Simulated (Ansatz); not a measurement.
**Mo: electron localisation function with BLYP+D3(BJ)+ATM**

Crystal: Mo.

```
Mo
1.0
    -1.58381    1.58381    1.58381
     1.58381   -1.58381    1.58381
     1.58381    1.58381   -1.58381
Mo
1
Direct
  0.00000 0.00000 0.00000
```

```json
{
 "Program": "Ansatz 0.2.0",
 "Task": "electron localisation function",
 "Functional": "BLYP",
 "Dispersion": "D3(BJ)+ATM",
 "Potentials or basis": "PseudoDojo PBEsol stringent",
 "Cutoff": "1088 eV",
 "Density cutoff": "4354 eV",
 "k mesh": "12 × 12 × 12",
 "Occupations": "methfessel-paxton, width 0.15 eV",
 "Spin": "no spin polarisation",
 "Driver": "chain"
}
```

| Property | Result |
| --- | --- |
| Pressure | -8.2 GPa |
| Band gap on the k mesh | none (metal or under the smearing width) |

Levels at points of the mesh, in eV from the Fermi level:
```tsv
k point	band 4	band 5	band 6	band 7	band 8	band 9	band 10	band 11
(0.00, 0.00, 0.00)	-34.63	-6.95	-1.36	-1.36	-1.36	1.63	1.63	15.16
(0.00, 0.00, -0.50)	-34.63	-5.11	-3.31	1.62	1.83	2.23	4.55	11.38
(-0.50, -0.50, -0.50)	-35.54	-5.19	-5.19	3.82	3.82	3.82	9.16	9.16
```

Run time: 2.6 s on 2 threads of Arm Neoverse V1, on a shared host, peak memory 0.36 GiB.

Caveat: the potentials were made for another functional, which shifts forces and pressure; pairwise dispersion overbinds metals, which lowers pressure and volume.
